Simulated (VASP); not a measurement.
# ZnCu2 (P-3m1) in VASP: single point with r2SCAN

Aim: the single point of ZnCu2 with r2SCAN.

Program: VASP 6.6.1. These are calculated values, not measurements. Logs are shortened: lines on timing, memory, paths and dates and some standing lists are left out, and cuts for length are marked.

## Step 1: The structure

It takes space group P-3m1 (No. 164, trigonal). Conventional cell: a = 2.584 Å, b = 2.584 Å, c = 6.293 Å, α = 90.00°, β = 90.00°, γ = 120.00°. Zn (site symmetry -3m) has 6 Zn at 2.58 Å and 6 Cu at 2.60 Å as nearest neighbours. Around Cu (site symmetry 3m) lie 9 Cu at 2.53 to 2.58 Å and 3 Zn at 2.60 Å.

The cell comes from a database or a generator and needn't be the stable form of this composition.

## Step 2: Single point, r2SCAN

The input, POSCAR:

```
ZnCu2
1.0
    2.5838256049      0.0000000000      0.0000000000
   -1.2919128025      2.2376586128      0.0000000000
    0.0000000000      0.0000000000      6.2933738000
Zn Cu
1 2
Direct
    0.0000000000      0.0000000000      0.0000000000
    0.3333333300      0.6666666700      0.6621414900
    0.6666666700      0.3333333300      0.3378585100
```

The input, INCAR.step1:

```
SYSTEM = ZnCu2
PREC = Accurate
ENCUT = 520
ISMEAR = 0
SIGMA = 0.1
LREAL = .FALSE.
LASPH = .TRUE.
NELM = 100
NBANDS = 24
GGA = PE
ALGO = Normal
EDIFF = 1E-4
LWAVE = .TRUE.
LCHARG = .FALSE.
```

The input, INCAR.step2:

```
SYSTEM = ZnCu2
PREC = Accurate
ENCUT = 520
EDIFF = 1E-6
ISMEAR = 0
SIGMA = 0.1
LREAL = .FALSE.
LASPH = .TRUE.
NELM = 100
ALGO = Normal
ISIF = 2
LWAVE = .FALSE.
LCHARG = .TRUE.
METAGGA = R2SCAN
LMIXTAU = .TRUE.
LELF = .TRUE.
LVHAR = .TRUE.
NBANDS = 24
ISTART = 1
```

The input, KPOINTS:

```
Automatic mesh
0
G
  9 9 4
  0 0 0
```

Potentials or basis: VASP PAW PBE potentials, release 64 (Zn, Cu).

Run with:

```
$ cat potpaw_PBE.64/Zn/POTCAR potpaw_PBE.64/Cu/POTCAR > POTCAR
$ cp INCAR.step1 INCAR
$ mpirun -np 1 vasp_std > vasp.out
$ cp INCAR.step2 INCAR
$ mpirun -np 1 vasp_std > vasp.out
```

OUTCAR:

```text
SYSTEM = ZnCu2
   PREC = Accurate
   ENCUT = 520
   EDIFF = 1E-6
   ISMEAR = 0
   LREAL = .FALSE.
   LASPH = .TRUE.
   NELM = 100
   ISIF = 2
   METAGGA = R2SCAN
   ISTART = 1

 ion  position               nearest neighbor table
   1  0.000  0.000  0.000-   2 2.60   3 2.60   3 2.60   2 2.60   3 2.60   2 2.60
   2  0.333  0.667  0.662-   3 2.53   3 2.53   3 2.53   1 2.60   1 2.60   1 2.60
   3  0.667  0.333  0.338-   2 2.53   2 2.53   2 2.53   1 2.60   1 2.60   1 2.60

  LATTYP: Found a hexagonal cell.
 ALAT       =     2.5838256049
 C/A-ratio  =     2.4356805614

  Lattice vectors:

 A1 = (   2.5838256049,   0.0000000000,   0.0000000000)
 A2 = (  -1.2919128025,   2.2376586128,   0.0000000000)
 A3 = (   0.0000000000,   0.0000000000,   6.2933738000)

Analysis of symmetry for initial positions (statically):
=====================================================================
 Subroutine PRICEL returns:
 Original cell was already a primitive cell.

 Routine SETGRP: Setting up the symmetry group for a
 hexagonal supercell.

 Subroutine GETGRP returns: Found 12 space group operations
 (whereof 12 operations were pure point group operations)
 out of a pool of 24 trial point group operations.

The static configuration has the point symmetry D_3d.

Analysis of symmetry for dynamics (positions and initial velocities):
=====================================================================
 Subroutine PRICEL returns:
 Original cell was already a primitive cell.

 Routine SETGRP: Setting up the symmetry group for a
 hexagonal supercell.

 Subroutine GETGRP returns: Found 12 space group operations
 (whereof 12 operations were pure point group operations)
 out of a pool of 24 trial point group operations.

The dynamic configuration has the point symmetry D_3d.

 Subroutine INISYM returns: Found 12 space group operations
 (whereof 12 operations are pure point group operations),
 and found     1 'primitive' translations

----------------------------------------------------------------------------------------

                                     Primitive cell

  volume of cell :      36.3865

  direct lattice vectors                    reciprocal lattice vectors
     2.583825605  0.000000000  0.000000000     0.387023024  0.223447847  0.000000000
    -1.291912802  2.237658613  0.000000000     0.000000000  0.446895695  0.000000000
     0.000000000  0.000000000  6.293373800     0.000000000  0.000000000  0.158897283

  length of vectors
     2.583825605  2.583825605  6.293373800     0.446895695  0.446895695  0.158897283

[... 83 lines left out ...]
   LREAL  =      F    real-space projection
   EDIFFG = 0.1E-04   stopping-criterion for IOM
   NSW    =      0    number of steps for IOM
   IBRION =     -1    ionic relax: 0-MD 1-quasi-New 2-CG
   NFREE  =      0    steps in history (QN), initial steepest desc. (CG)
   ISIF   =      2    stress and relaxation
   ISYM   =      2    0-nonsym 1-usesym 2-fastsym
   POTIM  = 0.5000    time-step for ionic-motion
   TEBEG  =    0.0;   TEEND  =   0.0 temperature during run
   PSTRESS=    0.0 pullay stress
   NELECT =      34.0000    total number of electrons
   NUPDOWN=      -1.0000    fix difference up-down
   EMIN   =  10.00;   EMAX   =-10.00  energy-range for DOS
   EFERMI =   0.00;   METHOD = LEGACY
   ISMEAR =     0;   SIGMA  =   0.10  broadening in eV -4-tet -1-fermi 0-gaus
   EFERMI_NEDOS =   21; number of points for ismear=-14 and -15
   IALGO  =     38    algorithm
   IMIX   =      4    mixing-type and parameters
     AMIX     =   0.40;   BMIX     =  1.00
     AMIX_MAG =   1.60;   BMIX_MAG =  1.00
  volume/ion in A,a.u.               =      12.13        81.85
  Fermi-wavevector in a.u.,A,eV,Ry     =   1.600495  3.024497 34.852464  2.561584
  Thomas-Fermi vector in A             =   2.697622
   LORBIT       =      0    0 simple, 1 ext, 2 COOP (PROOUT), +10 PAW based schemes
   METAGGA = R2SCAN    functional components
   LHFCALC =     F    Hartree Fock is set to
   AEXX    =    0.0000 exact exchange contribution
   IVDW    =     0    specifies the selected vdW correction
   LEPSILON=     F    determine dielectric tensor
   LRPA    =     F    only Hartree local field effects (RPA)
 non-spin polarized calculation
 Gauss-broadening in eV      SIGMA  =   0.10
  energy-cutoff  :      520.00
  volume of cell :       36.39
 maximum number of plane-waves:       995
   NGX =  9   NGY =  9   NGZ = 23

 number of electron      34.0000010 magnetization

 Free energy of the ion-electron system (eV)
  ---------------------------------------------------
  ext. energy  EPLUGINS =         0.00000000
  ---------------------------------------------------
  free energy    TOTEN  =       -30.69984427 eV

  energy without entropy =      -30.69571583  energy(sigma->0) =      -30.69778005

 E-fermi :   6.2976     XC(G=0): -13.7584

 val. band max:        6.2684905891   @ k =   0.3333   0.1111   0.0000
 cond. band min:       6.3919266985   @ k =   0.4444   0.1111   0.5000
 fundamental gap:      0.1234361094
 Fermi energy:         6.2976469130

 k-point     1 :       0.0000    0.0000    0.0000
  band No.  band energies     occupation
      1      -4.6059      2.00000
      2      -2.4862      2.00000
      3      -1.7462      2.00000
      4      -1.7460      2.00000
      5      -1.1808      2.00000
      6      -1.1807      2.00000
[... 637 lines left out ...]
     23      19.9115      0.00000
     24      20.5202      0.00000

 [... further k-points ...]

------------------------ aborting loop because EDIFF is reached ----------------------------------------

  FORCE on cell =-STRESS in cart. coord.  units (eV):
  Direction    XX          YY          ZZ          XY          YZ          ZX
  --------------------------------------------------------------------------------------
  -------------------------------------------------------------------------------------
  Total        0.3740271      0.3740271     -0.2568041     -0.0000000      0.0000000     -0.0000000
  in kB       16.4692208     16.4692208    -11.3076404     -0.0000000      0.0000000     -0.0000000
  external PRESSURE =       7.2102671 kB  Pullay stress =       0.0000000 kB

 VOLUME and BASIS-vectors are now :
 -----------------------------------------------------------------------------
  energy-cutoff  :      520.00
  volume of cell :       36.39
      direct lattice vectors                 reciprocal lattice vectors
     2.583825605  0.000000000  0.000000000     0.387023024  0.223447847  0.000000000
    -1.291912802  2.237658613  0.000000000     0.000000000  0.446895695  0.000000000
     0.000000000  0.000000000  6.293373800     0.000000000  0.000000000  0.158897283

 POSITION                                       TOTAL-FORCE (eV/Angst)
 -----------------------------------------------------------------------------------
      0.00000      0.00000      0.00000        -0.000000      0.000000      0.000000
     -0.00000      1.49177      4.16710         0.000000     -0.000000     -0.009680
      1.29191      0.74589      2.12627        -0.000000      0.000000      0.009680
 -----------------------------------------------------------------------------------
    total drift:                               -0.000000     -0.000000      0.000000

  FREE ENERGIE OF THE ION-ELECTRON SYSTEM (eV)
  ---------------------------------------------------
  free  energy   TOTEN  =       -30.6998442730 eV

  energy  without entropy=      -30.6957158292  energy(sigma->0) =      -30.69778005
```

Wall time 1.7 min (1 thread of AMD EPYC 9R45 (Zen 5), shared host); peak memory 0.15 GiB.

Results:

- Free energy: -30.6998 eV
- Pressure: 0.7 GPa
- Largest force: 0.010 eV/Å
- Band gap on the k mesh: none (metal or under the smearing width)

Forces in eV/Å, atoms in the order of the input:
```
Zn   0.000  0.000  0.000
Cu   0.000  0.000 -0.010
Cu   0.000  0.000  0.010
```

Stress tensor (GPa, compression positive):
```
 1.65  0.00  0.00
 0.00  1.65  0.00
 0.00  0.00 -1.13
```

Caveat: the PAW data sets were made with another functional, which shifts forces and pressure a little.
